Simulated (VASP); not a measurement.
# GaP (R-3m) in VASP: further runs, part 3 of 3

VASP 6.6.1. The steps go on from the part before.

**5. Single point, PBE**

File INCAR:

```
SYSTEM = GaP
ADDGRID = .FALSE. ; ALGO = Normal
EDIFF = 1E-6 ; ENCUT = 400
GGA = PE ; ISIF = 2
ISMEAR = 0 ; LASPH = .TRUE.
LCHARG = .FALSE. ; LREAL = .FALSE.
LWAVE = .FALSE. ; NELM = 100
PREC = Accurate ; SIGMA = 0.05
```

File KPOINTS:

```
k-points
0
G
  2 2 2
  0 0 0
```

File POSCAR:

```
GaP
1.0
    1.9430151755      1.1218003346      6.4308101003
   -1.9430151755      1.1218003346      6.4308101003
    0.0000000000     -2.2436006692      6.4308101003
Ga P
2 2
Direct
    0.5646280000      0.5646280000      0.5646280000
    0.4353720000      0.4353720000      0.4353720000
    0.9426110000      0.9426110000      0.9426110000
    0.0573890000      0.0573890000      0.0573890000
```

Potentials or basis: VASP PAW PBE potentials, release 64 (Ga_d, P).

The run is started by

```
$ cat potpaw_PBE.64/Ga_d/POTCAR potpaw_PBE.64/P/POTCAR > POTCAR
$ mpirun -np 1 vasp_std > vasp.out
```

OUTCAR:

```text
SYSTEM = GaP
   EDIFF = 1E-6
   ENCUT = 400
   GGA = PE
   ISIF = 2
   ISMEAR = 0
   LASPH = .TRUE.
   LREAL = .FALSE.
   NELM = 100
   PREC = Accurate

 Found      4 irreducible k-points:

 Following reciprocal coordinates:
            Coordinates               Weight
  0.000000  0.000000  0.000000      1.000000
  0.500000  0.000000  0.000000      3.000000
  0.500000  0.500000  0.000000      3.000000
  0.500000  0.500000  0.500000      1.000000
   k-points           NKPTS =      4   k-points in BZ     NKDIM =      4   number of bands    NBANDS=     22
   number of dos      NEDOS =    301   number of ions     NIONS =      4
   total plane-waves  NPLWV = 110592
   dimension x,y,z NGX =    48 NGY =   48 NGZ =   48
   dimension x,y,z NGXF=    96 NGYF=   96 NGZF=   96
   ions per type =               2   2
   NGX,Y,Z   is equivalent  to a cutoff of  11.72, 11.72, 11.72 a.u.
   NGXF,Y,Z  is equivalent  to a cutoff of  23.43, 23.43, 23.43 a.u.
 SYSTEM =  GaP
   PREC   = accura    normal or accurate (medium, high low for compatibility)
   ISTART =      0    job   : 0-new  1-cont  2-samecut
   ICHARG =      2    charge: 1-file 2-atom 10-const
   ISPIN  =      1    spin polarized calculation?
   LNONCOLLINEAR =      F non collinear calculations
   LSORBIT =      F    spin-orbit coupling
   LASPH  =      T    aspherical Exc in radial PAW
   ENCUT  =  400.0 eV  29.40 Ry    5.42 a.u.  11.11 11.11 11.11*2*pi/ulx,y,z
   NELM   =    100;   NELMIN=  2; NELMDL= -5     # of ELM steps
   EDIFF  = 0.1E-05   stopping-criterion for ELM
[... 18 lines left out ...]
     AMIX     =   0.40;   BMIX     =  1.00
     AMIX_MAG =   1.60;   BMIX_MAG =  1.00
  volume/ion in A,a.u.               =      21.03       141.89
  Fermi-wavevector in a.u.,A,eV,Ry     =   1.233785  2.331515 20.711129  1.522225
  Thomas-Fermi vector in A             =   2.368501
   LORBIT       =      0    0 simple, 1 ext, 2 COOP (PROOUT), +10 PAW based schemes
   GGA     = PE    functional components
[... 5 lines left out ...]
 non-spin polarized calculation
 Gauss-broadening in eV      SIGMA  =   0.05
  energy-cutoff  :      400.00
  volume of cell :       84.10
 maximum number of plane-waves:      1544
 NGX is ok and might be reduce to    48
   NGX = 23   NGY = 23   NGZ = 23

 number of electron      35.9999993 magnetization

 Free energy of the ion-electron system (eV)
  ---------------------------------------------------
  ext. energy  EPLUGINS =         0.00000000
  ---------------------------------------------------
  free energy    TOTEN  =       -15.40485954 eV

  energy without entropy =      -15.40485954  energy(sigma->0) =      -15.40485954

 E-fermi :   5.0451     XC(G=0):  -9.5543

 val. band max:        4.8176742077   @ k =   0.0000   0.0000   0.0000
 cond. band min:       5.6022222908   @ k =   0.5000   0.5000   0.0000
 fundamental gap:      0.7845480831
 Fermi energy:         5.0451250076

 k-point     1 :       0.0000    0.0000    0.0000
  band No.  band energies     occupation
      1     -10.1295      2.00000
      2     -10.0006      2.00000
      3     -10.0006      2.00000
      4      -9.9826      2.00000
      5      -9.9826      2.00000
      6      -9.9369      2.00000
[... 14 lines left out ...]
     21       7.4708      0.00000
     22       8.3621      0.00000

 k-point     2 :       0.5000    0.0000    0.0000
  band No.  band energies     occupation
      1     -10.1038      2.00000
      2     -10.1003      2.00000
      3     -10.0253      2.00000
      4      -9.9964      2.00000
      5      -9.9580      2.00000
      6      -9.9393      2.00000
[... 14 lines left out ...]
     21       8.4381      0.00000
     22       9.2614      0.00000

 k-point     3 :       0.5000    0.5000    0.0000
  band No.  band energies     occupation
      1     -10.1096      2.00000
      2     -10.0609      2.00000
      3     -10.0508      2.00000
      4     -10.0016      2.00000
      5      -9.9578      2.00000
      6      -9.9380      2.00000
[... 14 lines left out ...]
     21       6.2724      0.00000
     22       8.7615      0.00000

 k-point     4 :       0.5000    0.5000    0.5000
  band No.  band energies     occupation
      1     -10.1283      2.00000
      2      -9.9989      2.00000
      3      -9.9989      2.00000
      4      -9.9850      2.00000
      5      -9.9850      2.00000
      6      -9.9379      2.00000
[... 14 lines left out ...]
     21       8.5782      0.00000
     22       8.5782      0.00000

------------------------ aborting loop because EDIFF is reached ----------------------------------------

  FORCE on cell =-STRESS in cart. coord.  units (eV):
  Direction    XX          YY          ZZ          XY          YZ          ZX
  --------------------------------------------------------------------------------------
  -------------------------------------------------------------------------------------
  Total        3.4743892      3.4743892     -1.4008669      0.0000000      0.0000000      0.0000000
  in kB       66.1881669     66.1881669    -26.6869396      0.0000000      0.0000000      0.0000000
  external PRESSURE =      35.2297981 kB  Pullay stress =       0.0000000 kB

 VOLUME and BASIS-vectors are now :
 -----------------------------------------------------------------------------
  energy-cutoff  :      400.00
  volume of cell :       84.10
      direct lattice vectors                 reciprocal lattice vectors
     1.943015176  1.121800335  6.430810100     0.257332010  0.148570705  0.051833801
    -1.943015176  1.121800335  6.430810100    -0.257332010  0.148570705  0.051833801
     0.000000000 -2.243600669  6.430810100     0.000000000 -0.297141410  0.051833801

 POSITION                                       TOTAL-FORCE (eV/Angst)
 -----------------------------------------------------------------------------------
      0.00000      0.00000     10.89305         0.000000     -0.000000     -0.309253
      0.00000      0.00000      8.39938         0.000000     -0.000000      0.309253
      0.00000      0.00000     18.18526         0.000000      0.000000      0.431489
      0.00000      0.00000      1.10717         0.000000      0.000000     -0.431489
 -----------------------------------------------------------------------------------
    total drift:                               -0.000000      0.000000      0.000000

  FREE ENERGIE OF THE ION-ELECTRON SYSTEM (eV)
  ---------------------------------------------------
  free  energy   TOTEN  =       -15.4048595440 eV

  energy  without entropy=      -15.4048595440  energy(sigma->0) =      -15.40485954
```

OSZICAR:

```text
N       E                     dE             d eps       ncg     rms          rms(c)
DAV:   1     0.204478512675E+03    0.20448E+03   -0.15014E+04   176   0.200E+03
DAV:   2     0.653299405805E+01   -0.19795E+03   -0.19401E+03   184   0.411E+02
DAV:   3    -0.151708589921E+02   -0.21704E+02   -0.21498E+02   212   0.117E+02
DAV:   4    -0.159216131330E+02   -0.75075E+00   -0.74888E+00   230   0.213E+01
DAV:   5    -0.159375643621E+02   -0.15951E-01   -0.15946E-01   230   0.300E+00    0.664E+00
DAV:   6    -0.154663985237E+02    0.47117E+00   -0.95965E-01   244   0.125E+01    0.409E+00
DAV:   7    -0.153965303461E+02    0.69868E-01   -0.44131E-01   196   0.351E+00    0.155E+00
DAV:   8    -0.154024454858E+02   -0.59151E-02   -0.47613E-02   234   0.238E+00    0.318E-01
DAV:   9    -0.154041622651E+02   -0.17168E-02   -0.62099E-03   194   0.927E-01    0.911E-02
DAV:  10    -0.154045849492E+02   -0.42268E-03   -0.85107E-04   252   0.220E-01    0.354E-02
DAV:  11    -0.154048286308E+02   -0.24368E-03   -0.23109E-04   188   0.829E-02    0.183E-02
DAV:  12    -0.154048551062E+02   -0.26475E-04   -0.25762E-05   176   0.293E-02    0.909E-03
DAV:  13    -0.154048594081E+02   -0.43018E-05   -0.87837E-06   150   0.165E-02    0.255E-03
DAV:  14    -0.154048595440E+02   -0.13596E-06   -0.35927E-07   160   0.503E-03
   1 F= -.15404860E+02 E0= -.15404860E+02  d E =-.726511E-11
```

Wall time 17 s (1 thread of Intel Xeon Platinum 8488C (Sapphire Rapids), shared host); peak memory 0.29 GiB.

The run converged, but some of its settings lie outside the range that counts as converged, so its numbers aren't taken as properties of the crystal.

What came out:

- Free energy: -15.4049 eV
- Pressure: 3.5 GPa
- Largest force: 0.431 eV/Å
- Band gap on the k mesh: 0.78 eV, indirect (least direct gap 1.04 eV)

Caveat: the k mesh is coarse (spacing up to 0.95 Å⁻¹), so the values aren't converged.

**6. Single point, PBE**

INCAR: that of step 5 with these lines changed.

```diff
@@ -2,3 +2,3 @@
 ADDGRID = .FALSE. ; ALGO = Normal
-EDIFF = 1E-6 ; ENCUT = 400
+EDIFF = 1E-6 ; ENCUT = 450
 GGA = PE ; ISIF = 2
```

KPOINTS is that of step 5.

POSCAR is that of step 5.

Potentials or basis: VASP PAW PBE potentials, release 64 (Ga_d, P).

The run is started by

```
$ cat potpaw_PBE.64/Ga_d/POTCAR potpaw_PBE.64/P/POTCAR > POTCAR
$ mpirun -np 1 vasp_std > vasp.out
```

Run time: 17 s. Hardware: 1 thread of Intel Xeon Platinum 8488C (Sapphire Rapids), shared host; peak memory 0.29 GiB.

The run converged, but some of its settings lie outside the range that counts as converged, so its numbers aren't taken as properties of the crystal.

What came out:

```yaml
Free_energy: -15.4057 eV
Pressure: 3.6 GPa
Largest_force: 0.432 eV/Å
Band_gap_on_the_k_mesh: 0.78 eV, indirect (least direct gap 1.04 eV)
```

Caveat: the k mesh is coarse (spacing up to 0.95 Å⁻¹), so the values aren't converged.

**7. The reference run**

An earlier run on the cell as given: functional PBE; potentials or basis VASP PAW PBE potentials, release 64 (Ga_d, P); cutoff 520 eV; k mesh 8 × 8 × 8; occupations fermi-dirac, width 0.05 eV; no spin polarisation.

- Pressure: 0.0 GPa
- Largest force: 0.054 eV/Å
- Band gap on the k mesh: 0.84 eV, indirect (least direct gap 1.13 eV)
